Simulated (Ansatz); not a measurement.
# Ta (P6_3/mmc) in Ansatz: notebook

The runs below take Ta through single point, equation of state, with LDA.

Everything below comes from runs of Ansatz 0.2.0. Logs are shortened: lines on timing, memory, paths and dates and some standing lists are left out, and cuts for length are marked.

## (1) The structure

The structure is hexagonal, space group P6_3/mmc (No. 194). Conventional cell: a = 2.900 Å, b = 2.900 Å, c = 5.166 Å, α = 90.00°, β = 90.00°, γ = 120.00°. Around Ta (site symmetry -6m2) lie 12 Ta at 2.90 to 3.08 Å.

This isn't the form of Ta at room conditions, which is bcc.

## (2) Single point, LDA, 17.69 Å³/atom (volume scaled by 0.94)

input.yaml

```yaml
crystal:
  lattice:
    - [2.8411641924, 0.0, 0.0]
    - [-1.4205820962, 2.460520367, 0.0]
    - [0.0, 0.0, 5.0608102442]
  atoms:
    - { symbol: Ta, position: [0.3333333333, 0.6666666667, 0.25] }
    - { symbol: Ta, position: [0.6666666667, 0.3333333333, 0.75] }
hamiltonian:
  xc: lda
  pseudopotentials: { kind: paw }
kpoints:
  mp_grid: { grid: [11, 11, 5] }
scf:
  occupations: { method: fermi_dirac, width: 0.05 }
output:
  forces: true
  stress: true
  eigenvalues: true
```

Potentials or basis: Ansatz PAW.

Run with:

```sh
ansatz run input.yaml --threads 2 --pin off --max-ram 5632MiB --backend cpu --events-out ev --progress --plain --runs-dir out
```

What it wrote:

```text
Warning: RAYON_NUM_THREADS=2 ignored (pool sized by the plan → 2); use --threads N
Engine: ansatz 0.2.0, x86_64-unknown-linux-gnu
Pseudopotentials: kind: paw
Pseudopotential: Ta, paw, valence charge 13, recommended cutoff 420 eV (normal), Ta.paw.azcp
Functional definition: SPW92
  exchange = slater_x
  correlation = pw_c
Crystal: 2 atoms, lattice volume = 35.379 Å³
Basis set: ecut = 420 eV, 701 PW (Γ)
Bands: 17, of which v1, the nominal top of the filled ones, is band 13 counted from 1 (12 counted from 0)
Symmetry: 24 space group operations
Space group: P63/mmc (ITA 194), of the structure as read, at distance tolerance 3.3e-5 Å
k-points: 48 of 605
Non-local potential: Ta, projectors of the file, l = 0: 3, l = 1: 2, l = 2: 2, l = 3: 1
PAW form: soft (Blöchl's): semilocal exchange-correlation on the pseudo side does not see the compensation charge
PAW frozen core: Ta, regenerated for the run's functional, and the local potential with it (the file was generated under x = pbe(κ = 0.804, μ = 0.2195149727645171), c = pbe(β = 0.06672455060314922))
PAW one-centre angular grid: Ta, 590 points (default); XC on 64 Gauss nodes
Initial density: superposition of atomic densities (neutral atoms: chi_scale 0, normalization atom), corrected by the library's trained network
Initial wavefunctions: pseudopotential atomic-orbital guess
Functional: x = slater, c = lda
SCF iter   1: F=—  HF=-19364.641667 eV  |F-HF|=—  |Δ(HF+E_count)|=         —  Δρ=8.63e-3  dr2=2.30e-2  ethr=1.77e-3  ⟨swp⟩=5.6  Hψ=3782  notcnv=0
preconditioner: auto → Kerker (q_TF=auto, 2.592 Å⁻¹)  [metal: Δε(μ)=0.030 eV  Ē_g=4.757 eV  σ=0.050 eV  W_gap=0.15  n_scr=10 (ndim 8)  ℏωp=19.7 eV  f_vac=0.000  D(μ)=1.87/eV (n_scr^D=22)]
SCF iter   2: F=—  HF=-19364.636625 eV  |F-HF|=—  |Δ(HF+E_count)|=   5.04e-3  Δρ=5.43e-3  dr2=9.79e-3  ethr=8.83e-5  ⟨swp⟩=1.0  Hψ=1201  notcnv=0
SCF iter   3: F=—  HF=-19364.633278 eV  |F-HF|=—  |Δ(HF+E_count)|=   3.35e-3  Δρ=5.47e-4  dr2=6.12e-5  ethr=3.77e-5  ⟨swp⟩=2.0  Hψ=1047  notcnv=0
SCF iter   4: F=—  HF=-19364.633256 eV  |F-HF|=—  |Δ(HF+E_count)|=   2.23e-5  Δρ=1.19e-4  dr2=2.55e-6  ethr=2.35e-7  ⟨swp⟩=2.5  Hψ=1532  notcnv=0
SCF iter   5: F=—  HF=-19364.633255 eV  |F-HF|=—  |Δ(HF+E_count)|=   4.08e-7  Δρ=3.26e-5  dr2=2.01e-7  ethr=9.81e-9  ⟨swp⟩=2.0  Hψ=1039  notcnv=0
SCF iter   6: F=-19364.633255 eV  HF=-19364.633255 eV  |F-HF|=6.58e-10  |Δ(HF+E_count)|=   4.34e-8  Δρ=3.39e-6  dr2=2.05e-9  ethr=3.85e-10  ⟨swp⟩=5.1  Hψ=3255  notcnv=0
SCF 1 converged in 6 iterations: F = -19364.633255 eV  dr2 = 2.05e-9
SCF converged after 6 iterations
Free energy (F): -19364.633255 eV
Harris-Foulkes:  -19364.633255 eV  (|F-HF|=6.58e-10)
Internal energy: -19364.617876 eV  (E = F + TS)
E sigma→0 (E₀):  -19364.625566 eV
Entropy (-TS):   -0.015379 eV (-7.690 meV/atom)
Fermi energy:    19.122115 eV
--- Per-component energies (eV) ---
  E_band       = -203.954865
  E_kinetic    = 734.863160
  E_local      = -1094.862648  (includes V_loc(G=0)·N_el)
  E_nonlocal   = 41.964590
  E_hartree    = 379.633967
  E_xc         = -434.239014
  E_vxc        = -408.871286  (∫ρ·V_xc dr)
  E_paw        = -16298.079402  (= ΣΔE_a)
  E_vpaw       = -236.317073  (= ΣTr[D̂ρ^β])
  E_aug_tail   = 0.000276  (compensation charges beyond the density's cutoff)
  E_ewald      = -2694.416611
  E_core_change = 0.517806  (= ΣΔE_core)
  E_smearing   = -0.015379  (= −TS)
  E_closure    = -0.000000  (closes the sum)
  Σ components = -19364.633255   (vs F -19364.633255, Δ=0.00e0)
--- Forces (eV/Å), atoms counted from 1 ---
  atom   1  Ta    -0.00000000     0.00000000     0.00000000
  atom   2  Ta     0.00000000    -0.00000000    -0.00000000
  max |Σ_I F_I| component: 4.63e-18 eV/Å
--- Stress (GPa, compression-positive) ---
       -0.868470      -0.000000      -0.000000
       -0.000000      -0.868470       0.000000
       -0.000000       0.000000       0.895330
  P = ⅓ Tr σ = -0.2805 GPa (-2.805 kbar)
--- Band table (eV; the first three rows and the last of 48) ---
  k-point 0: bands = ["-48.3035", "-48.2247", "-15.3766", "-14.3641", "-14.2404", "-14.2404", "-14.1403", "-14.1403", "10.7494", "14.0121", "18.4286", "19.2910", "19.6559", "19.6559", "20.2650", "20.2650", "22.1918"]
  k-point 1: bands = ["-48.2961", "-48.2322", "-15.2857", "-14.4671", "-14.2309", "-14.2309", "-14.1499", "-14.1499", "11.1183", "13.8624", "18.2560", "18.6958", "19.6141", "19.6141", "20.1178", "20.1178", "22.5464"]
  k-point 2: bands = ["-48.2764", "-48.2520", "-15.0423", "-14.7300", "-14.2060", "-14.2060", "-14.1750", "-14.1750", "12.0893", "13.2103", "17.9336", "17.9572", "19.6316", "19.6316", "19.8283", "19.8283", "23.3461"]
  k-point 47: bands = ["-48.1409", "-48.1384", "-15.2589", "-15.2306", "-15.0078", "-14.9468", "-14.5542", "-14.5267", "16.0311", "16.4011", "17.2494", "17.2920", "18.3907", "18.6636", "20.5477", "21.2032", "24.3527"]
```

It took 5.1 s on 2 threads of Intel Xeon at 2.50GHz (Skylake/Cascade Lake), shared host; peak memory 0.31 GiB.

What came out:

| Property | Result |
| --- | --- |
| Free energy | -19364.6333 eV |
| Pressure | -0.3 GPa |
| Band gap on the k mesh | none (metal or under the smearing width) |

Caveat: the PAW data sets come from PBE, with cores solved anew for the run's functional, which leaves a small shift of forces and pressure.

## (3) Single point, LDA, 18.07 Å³/atom (volume scaled by 0.96)

Edit input.yaml of step 2 so:

```diff
@@ -2,5 +2,5 @@
   lattice:
-    - [2.8411641924, 0.0, 0.0]
-    - [-1.4205820962, 2.460520367, 0.0]
-    - [0.0, 0.0, 5.0608102442]
+    - [2.8611730502, 0.0, 0.0]
+    - [-1.4305865251, 2.4778485461, 0.0]
+    - [0.0, 0.0, 5.0964509272]
   atoms:
@@ -19 +19,5 @@
   eigenvalues: true
+  write_density: true
+  write_potential: true
+  elf: true
+  volumetric_format: npy
```

Potentials or basis: Ansatz PAW.

Run with:

```sh
ansatz run input.yaml --threads 2 --pin off --max-ram 5632MiB --backend cpu --events-out ev --progress --plain --runs-dir out
```

Wall time 5.5 s (2 threads of Intel Xeon at 2.50GHz (Skylake/Cascade Lake), shared host); peak memory 0.33 GiB.

Results (log left out):

- Free energy: -19364.6216 eV
- Pressure: -4.6 GPa
- Band gap on the k mesh: none (metal or under the smearing width)

Caveat: the PAW data sets come from PBE, with cores solved anew for the run's functional, which leaves a small shift of forces and pressure.

## (4) Single point, LDA, 18.44 Å³/atom (volume scaled by 0.98)

Edit input.yaml of step 3 so:

```diff
@@ -2,5 +2,5 @@
   lattice:
-    - [2.8611730502, 0.0, 0.0]
-    - [-1.4305865251, 2.4778485461, 0.0]
-    - [0.0, 0.0, 5.0964509272]
+    - [2.8809059017, 0.0, 0.0]
+    - [-1.4404529508, 2.4949376968, 0.0]
+    - [0.0, 0.0, 5.1315999754]
   atoms:
@@ -19,5 +19 @@
   eigenvalues: true
-  write_density: true
-  write_potential: true
-  elf: true
-  volumetric_format: npy
```

Run with:

```sh
ansatz run input.yaml --threads 2 --pin off --max-ram 5632MiB --backend cpu --events-out ev --progress --plain --runs-dir out
```

It took 6.4 s on 2 threads of Intel Xeon at 2.50GHz (Skylake/Cascade Lake), shared host; peak memory 0.32 GiB.

Results (log left out):

* Free energy: -19364.5907 eV
* Pressure: -8.5 GPa
* Band gap on the k mesh: none (metal or under the smearing width)

Caveat: the PAW data sets come from PBE, with cores solved anew for the run's functional, which leaves a small shift of forces and pressure.

## (5) Single point, LDA, 18.82 Å³/atom

Edit input.yaml of step 4 so:

```diff
@@ -2,5 +2,5 @@
   lattice:
-    - [2.8809059017, 0.0, 0.0]
-    - [-1.4404529508, 2.4949376968, 0.0]
-    - [0.0, 0.0, 5.1315999754]
+    - [2.9003720726, 0.0, 0.0]
+    - [-1.4501860363, 2.5117958953, 0.0]
+    - [0.0, 0.0, 5.166274]
   atoms:
@@ -19 +19,5 @@
   eigenvalues: true
+  write_density: true
+  write_potential: true
+  elf: true
+  volumetric_format: npy
```

Run with:

```sh
ansatz run input.yaml --threads 2 --pin off --max-ram 5632MiB --backend cpu --events-out ev --progress --plain --runs-dir out
```

It took 7.2 s on 2 threads of Intel Xeon at 2.50GHz (Skylake/Cascade Lake), shared host; peak memory 0.33 GiB.

It converged, with:

- Free energy: -19364.5426 eV
- Pressure: -12.0 GPa
- Band gap on the k mesh: none (metal or under the smearing width)

Caveat: the PAW data sets come from PBE, with cores solved anew for the run's functional, which leaves a small shift of forces and pressure.

## (6) Single point, LDA, 19.19 Å³/atom (volume scaled by 1.02)

Edit input.yaml of step 5 so:

```diff
@@ -2,5 +2,5 @@
   lattice:
-    - [2.9003720726, 0.0, 0.0]
-    - [-1.4501860363, 2.5117958953, 0.0]
-    - [0.0, 0.0, 5.166274]
+    - [2.9195803945, 0.0, 0.0]
+    - [-1.4597901972, 2.52843079, 0.0]
+    - [0.0, 0.0, 5.2004887322]
   atoms:
@@ -19,5 +19 @@
   eigenvalues: true
-  write_density: true
-  write_potential: true
-  elf: true
-  volumetric_format: npy
```

Potentials or basis: Ansatz PAW.

Run with:

```sh
ansatz run input.yaml --threads 2 --pin off --max-ram 5632MiB --backend cpu --events-out ev --progress --plain --runs-dir out
```

Wall time 5.6 s (2 threads of Intel Xeon at 2.50GHz (Skylake/Cascade Lake), shared host); peak memory 0.32 GiB.

The run converged. Its results:

* Free energy: -19364.4789 eV
* Pressure: -15.1 GPa
* Band gap on the k mesh: none (metal or under the smearing width)

Caveat: the PAW data sets come from PBE, with cores solved anew for the run's functional, which leaves a small shift of forces and pressure.

## (7) Single point, LDA, 19.57 Å³/atom (volume scaled by 1.04)

Edit input.yaml of step 6 so:

```diff
@@ -2,5 +2,5 @@
   lattice:
-    - [2.9195803945, 0.0, 0.0]
-    - [-1.4597901972, 2.52843079, 0.0]
-    - [0.0, 0.0, 5.2004887322]
+    - [2.9385392399, 0.0, 0.0]
+    - [-1.46926962, 2.5448496318, 0.0]
+    - [0.0, 0.0, 5.2342590858]
   atoms:
```

Run with:

```sh
ansatz run input.yaml --threads 2 --pin off --max-ram 5632MiB --backend cpu --events-out ev --progress --plain --runs-dir out
```

Run time: 4.4 s. Hardware: 2 threads of Intel Xeon at 2.50GHz (Skylake/Cascade Lake), shared host; peak memory 0.32 GiB.

The run converged. Its results:

- Free energy: -19364.4012 eV
- Pressure: -17.9 GPa
- Band gap on the k mesh: none (metal or under the smearing width)

Caveat: the PAW data sets come from PBE, with cores solved anew for the run's functional, which leaves a small shift of forces and pressure.

## (8) Single point, LDA, 19.95 Å³/atom (volume scaled by 1.06)

Edit input.yaml of step 7 so:

```diff
@@ -2,5 +2,5 @@
   lattice:
-    - [2.9385392399, 0.0, 0.0]
-    - [-1.46926962, 2.5448496318, 0.0]
-    - [0.0, 0.0, 5.2342590858]
+    - [2.957256555, 0.0, 0.0]
+    - [-1.4786282775, 2.5610593022, 0.0]
+    - [0.0, 0.0, 5.2675992145]
   atoms:
```

Run with:

```sh
ansatz run input.yaml --threads 2 --pin off --max-ram 5632MiB --backend cpu --events-out ev --progress --plain --runs-dir out
```

Run time: 6.1 s. Hardware: 2 threads of Intel Xeon at 2.50GHz (Skylake/Cascade Lake), shared host; peak memory 0.32 GiB.

The run converged. Its results:

```yaml
Free_energy: -19364.3109 eV
Pressure: -20.5 GPa
Band_gap_on_the_k_mesh: none (metal or under the smearing width)
```

Caveat: the PAW data sets come from PBE, with cores solved anew for the run's functional, which leaves a small shift of forces and pressure.

## (9) Equation of state, LDA

Potentials or basis: Ansatz PAW.

No new run: the results of the series are fitted here.

What came out:

- Equilibrium volume: 17.67 Å³/atom (rough: see the caveat)
- Bulk modulus at fixed shape and positions: 215 GPa (rough)

Energy against volume, from the lowest point:
| volume (Å³/atom) | energy (meV/atom) |
| --- | --- |
| 17.689 | 0.00 |
| 18.066 | 5.82 |
| 18.442 | 21.27 |
| 18.819 | 45.35 |
| 19.195 | 77.20 |
| 19.571 | 116.05 |
| 19.948 | 161.19 |

Caveat: the minimum lies outside the volumes run; the cell was scaled at fixed shape and fractional positions, which overstates the stiffness of a crystal with free parameters, most of all of layers and chains. Spin-orbit coupling is left out, which matters for the levels of Ta.
